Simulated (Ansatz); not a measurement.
Au: strain energy, fitted

Au, Fm-3m, a = 4.084 Å. Ansatz: PBEsol, PAW, 420 eV, Γ-centred 18×18×14 mesh on 2 atoms, Gaussian smearing 0.10 eV; no spin polarisation. Series: biaxial strain in the a-b plane, c and atoms relaxed; x is the strain in per cent. The axes a, b, c are those of the computed cell (2.888, 2.888, 4.084 Å), along [1 1 0], [-1 1 0], [0 0 1] of the cell named above. y is the free energy over the unstrained cell, V0 = 17.026 Å³/atom.

```
x (%) y (meV/atom)
 -3.0         10.59
 -2.0             ?
 -1.0          1.69
  0.0          0.00
  1.0          0.00
  2.0          1.67
  3.0          4.63
```

Problem. Fit y = c2 x² + c3 x³ to the other rows, turn c2 into a modulus, and predict the missing energy.

Solution. Least squares on the rows shown. y = 0.8280 x² − 0.1153 x³. In eV per unit strain² c2 is 8.280; M is the biaxial modulus (E = M V0 ε²): 8.280 × 160.2 / (17.026) = 78 GPa. With a term in x⁴ added, the coefficient of x² becomes 0.5695, 31 % less, which shows how far this figure hangs on the form. At x = -2.0 the fit asked for gives 4.23 meV/atom. The run gave 5.17 meV/atom, so the fit is 0.94 meV/atom too low, within twice the rms miss on the fitted rows (0.58 meV/atom): the form describes this series only roughly.

Spin–orbit coupling is left out, which can shift energies with elements as heavy as these.